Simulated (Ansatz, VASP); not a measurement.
# One calculation of CdF2, two programs

```
CELL_PARAMETERS angstrom
0.00000 2.69400 2.69400
2.69400 0.00000 2.69400
2.69400 2.69400 0.00000
ATOMIC_POSITIONS crystal
Cd 0.00000 0.00000 0.00000
F 0.25000 0.25000 0.25000
F 0.75000 0.75000 0.75000
```

Alike in both runs: task single point; functional PBEsol; dispersion D3(BJ); k mesh 8 × 8 × 8; occupations gaussian, width 0.05 eV; no spin polarisation.

|  | VASP | Ansatz |
| --- | --- | --- |
| version | VASP 6.6.1 | Ansatz 0.2.0 |
| potentials or method | VASP PAW PBE potentials, release 64 (Cd, F) | scalar-relativistic, plane waves, PAW |
| plane-wave cutoff (eV) | 520 | 420 |
| valence electrons in the cell | 26 | 34 |

Ansatz gave:

```
gap on the k mesh at the Fermi level (eV) : 2.94
least direct gap on the mesh (eV)         : 3.42
pressure (GPa)                            : -2.0
dispersion energy (meV/atom)              : -136.8
```

What did VASP give for the same quantities?

gap on the k mesh at the Fermi level (eV): 2.90; least direct gap on the mesh (eV): 3.39; pressure (GPa): -1.2; dispersion energy (meV/atom): -136.8.

The two sets of potentials don't hold the same shells in valence.

Caveats: the PAW data sets were made with another functional, which shifts forces and pressure a little (VASP). As with any semilocal functional, this PBEsol gap is likely too small. A k mesh can miss the band edges.
